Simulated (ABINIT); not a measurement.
The system is BP.

```
P B
1.0
     0.00000    2.26900    2.26900
     2.26900    0.00000    2.26900
     2.26900    2.26900    0.00000
P B
1 1
Direct
  0.75000 0.75000 0.75000
  0.00000 0.00000 0.00000
```

Base run:

| Item | Value |
| --- | --- |
| Program | ABINIT 10.8.3 (patched build) |
| Functional | PBE |
| Potentials or basis | SG15 NC PBE v1.2 |
| Cutoff | 1034 eV |
| k mesh | 10 × 10 × 10 |
| Occupations | fermi-dirac, width 0.05 eV |
| Spin | no spin polarisation |

Its results: band gap on the k mesh 1.28 eV, indirect (least direct gap 3.43 eV); pressure 0.4 GPa.

Q: After a change of settings the same cell gave: band gap on the k mesh 1.25 eV, indirect (least direct gap 3.41 eV); pressure 1.0 GPa. Which change was it?
A. functional from PBE to HLE16; potentials or basis from SG15 NC PBE v1.2 to JTH PAW PBE v2.0; cutoff from 1034 eV to 544 eV
B. potentials or basis from SG15 NC PBE v1.2 to PseudoDojo NC SR PBE v0.5 standard
C. functional from PBE to rPW86PBE; potentials or basis from SG15 NC PBE v1.2 to PseudoDojo NC SR PBE v0.4.1 standard
D. functional from PBE to SCAN; potentials or basis from SG15 NC PBE v1.2 to JTH PAW PBE v2.0; cutoff from 1034 eV to 653 eV

A: B.
